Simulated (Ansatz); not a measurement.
# InP: Ga on an In site

All numbers below come from DFT PBE, scalar-relativistic, plane waves, PAW (Ansatz 0.2.0). Run with 420 eV cutoff, 2×2×2 k-mesh, shifted by half a step, Gaussian smearing of 0.02 eV, collinear spin in charge +1, -1 alone.

Host crystal, relaxed:

```
CELL_PARAMETERS angstrom
0.00000 2.97989 2.97989
2.97989 0.00000 2.97989
2.97989 2.97989 0.00000
ATOMIC_POSITIONS crystal
In 0.00000 0.00000 0.00000
P 0.25000 0.25000 0.25000
```

Supercell of 32 atoms, rows in host cell vectors: 3 -1 -1; -1 3 -1; -1 -1 3. Atoms relax at the host's cell, keeping the symmetry that the supercell leaves at the site. The cell is small, so energies carry finite-size errors of tenths of an eV. The host's Kohn–Sham gap is 0.44 eV. Atoms are taken from and returned to the elements' standard states. Charged cells are corrected for image charges with the computed static dielectric tensor (mean 15.1) and aligned with the host's potential at far atoms (alignment terms reach 0.21 eV; the program doubts the alignment in some charges, where it is up to 0.21 eV). No band-filling term is added, and the Fermi level counts from the host's valence band top.

Starting moments were lost in some runs.

Defect: Ga on an In site set at (0.000, 0.000, 0.000) of the host cell. Before relaxation its nearest neighbours are 4 P at 2.58 Å.

| charge | E_f at the valence band top (eV) | over the neutral state (eV) | moment (μB) | largest move (Å) | atoms near the site |
| --- | --- | --- | --- | --- | --- |
| +1 | 0.32 | 0.53 | 1.00 | 0.15 | 4 P at 2.43 Å |
| 0 | -0.21 | 0.00 | 0.00 | 0.14 | 4 P at 2.44 Å |
| -1 | 1.48 | 1.69 | 0.00 | 0.14 | 4 P at 2.44 Å |

Among the charges computed the stable one is 0 at the valence band top and stays so across the gap. In charge +1, -1 the extra carrier would gain by moving to a band edge of the host, so it isn't bound in the gap. In charge +1, -1 the cell has partly filled bands: a level of the defect may be part filled, the carrier may sit in the host's bands, or levels may cross between the k points, so transitions that involve it are doubtful.